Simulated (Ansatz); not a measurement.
Level of theory: DFT PBE, scalar-relativistic, plane waves, PAW (Ansatz 0.2.0). Settings: cutoff 420 eV, Γ-centred meshes spaced at most about 0.3 Å⁻¹, and about 0.25 Å⁻¹ or finer for metals (2π included), Gaussian smearing. No spin polarisation in the final relaxations.

All energies are static (0 K, no zero-point motion).

Two forms of ZnO were relaxed alike.

A.

```
Zn O
1.0
     1.43323   -3.52708    0.00000
     1.43323    3.52708    0.00000
     0.00000    0.00000    2.83849
Zn O
1 1
Cartesian
  0.0000 0.0000 0.0000
  1.4332 0.0000 1.4192
```

B.

```
Zn O
1.0
     2.68821    0.00000    0.00000
     0.00000    2.68821    0.00000
     0.00000    0.00000    2.68821
Zn O
1 1
Direct
  0.00000 0.00000 0.00000
  0.50000 0.50000 0.50000
```

Question: Which is lower in energy, and by how much?

Answer: A is lower, by 0.36 eV/atom. A has space group Cmmm (No. 65), 14.3 Å³/atom and no gap on its mesh; B has the caesium chloride type, space group Pm-3m (No. 221), 9.7 Å³/atom and no gap. Counting O atoms around Zn (those within 1.25 times the shortest such distance or 1.15 times the sum of covalent radii; the shortest distance is added where it is long for a bond), A has Zn 4 and B has Zn 8 from 2.3 Å. In A, Zn is surrounded by 4 O at 2.02 Å; O is surrounded by 4 Zn at 2.02 Å. In B, around Zn lie 8 O at 2.33 Å and 6 Zn at 2.69 Å; O is surrounded by 8 Zn at 2.33 Å and 6 O at 2.69 Å. Both come from invented guesses. The part of the Crystallography Open Database at hand lists ZnO in space groups No. 186, 216, 225; no cell shown has one of them.

No dispersion correction is applied, so the spacing and binding between layers, chains or molecules are poorly described (Cmmm), and this can change margins and order among such cells. The zero gap of Cmmm, Pm-3m may come from the functional, which often closes small gaps. Cells relaxed within their symmetry can be saddle points.

The flat, square-meshed Zn–O sheets of A lie 0.36 eV/atom below the caesium chloride form, even though B is much denser. The likely reason is a size mismatch. Zn²⁺ is small for a cube of eight oxides, so contact between like ions keeps the Zn–O distances in B at 2.33 Å, too long for strong bonds. A has half as many Zn–O contacts, but at 2.02 Å they are close to normal bond length, and this probably outweighs the loss in number.

A's square-planar zinc is not an electronic preference: the filled 3d shell gives no ligand-field stabilisation, and zinc normally favours tetrahedral coordination by oxygen, as in wurtzite, the stable form at ambient pressure. The order found here therefore ranks two unfavourable arrangements and does not make A a likely ground state. Nor does the absence of a gap in either cell carry over to ordinary ZnO, a wide-gap semiconductor with a different bonding geometry. Compression would favour B over A through its smaller volume, but the transition pressure is not determined.
